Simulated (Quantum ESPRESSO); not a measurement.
Os:

```
Os
1.0
     2.73410    0.00000    0.00000
    -1.36705    2.36780    0.00000
     0.00000    0.00000    4.31970
Os
2
Direct
  0.66667 0.33333 0.75000
  0.33333 0.66667 0.25000
```

Base run:

* Program: Quantum ESPRESSO 7.5
* Functional: PBEsol
* Potentials or basis: PseudoDojo 0.4.1 SR PBEsol standard
* Cutoff: 1007 eV
* Density cutoff: 4027 eV
* k mesh: 11 × 11 × 6
* Occupations: fermi-dirac, width 0.05 eV
* Spin: no spin polarisation

Its results: band gap on the k mesh none (metal or under the smearing width); pressure -3.1 GPa.

Task: The run is repeated on the same cell with these changes: k mesh from 11 × 11 × 6 to 8 × 8 × 4. What comes out?

Result: Band gap on the k mesh none (metal or under the smearing width); pressure -3.6 GPa.

Caveats: some runs use coarse meshes; the Wannier minimisation didn't converge (some runs).

Not every run made on this cell is shown here.
